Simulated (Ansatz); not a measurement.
## TiSi: two-dimensional strain map

Level of theory: DFT PBEsol, scalar-relativistic, plane waves, PAW (Ansatz 0.2.0). The runs took a 420 eV cutoff, a Γ-centred 12×6×10 mesh and Gaussian smearing (0.15 eV). No spin polarisation. Energies are free energies at this smearing, counted from the undisturbed cell; pressure is positive in compression.

The undisturbed cell (relaxed at this level; with this scan's settings it stands at 0.1 GPa; it needn't be the usual structure):

```yaml
crystal:
  lattice:
    - [3.60079, 0.00000, 0.00000]
    - [0.00000, 7.57857, 0.00000]
    - [0.00000, 0.00000, 4.14290]
  atoms:
    - { symbol: Ti, position: [0.00000, 0.50000, 0.05075] }
    - { symbol: Ti, position: [0.50000, 0.50000, 0.55075] }
    - { symbol: Ti, position: [0.50000, 0.00000, 0.55075] }
    - { symbol: Ti, position: [0.00000, 0.00000, 0.05075] }
    - { symbol: Si, position: [0.00000, 0.75000, 0.55075] }
    - { symbol: Si, position: [0.00000, 0.25000, 0.55075] }
    - { symbol: Si, position: [0.50000, 0.25000, 0.05075] }
    - { symbol: Si, position: [0.50000, 0.75000, 0.05075] }
```

The cell is strained by p along both x and y and by q along z, fractional coordinates fixed. Points are written (p, q).

Energy above the undisturbed cell in meV/atom (a dash: not computed):

```csv
p \ q,-0.080,-0.040,0.000,0.040,0.080
-0.080,486.2,355.5,270.8,221.9,196.9
-0.040,190.4,–,59.7,–,47.0
0.000,51.0,–,0.0,–,39.4
0.080,72.6,–,161.8,–,293.2
```

Pressure in GPa:

| p \ q | -0.080 | -0.040 | 0.000 | 0.040 | 0.080 |
| --- | --- | --- | --- | --- | --- |
| -0.080 | 61.3 | 48.7 | 38.5 | 30.5 | 24.3 |
| -0.040 | 32.9 | – | 15.7 | – | 5.2 |
| 0.000 | 13.1 | – | 0.1 | – | -7.6 |
| 0.080 | -10.2 | – | -17.1 | – | -21.0 |

Cost: 14 runs of about 8.5 core-minutes in all, on Arm Neoverse V2 (shared hosts).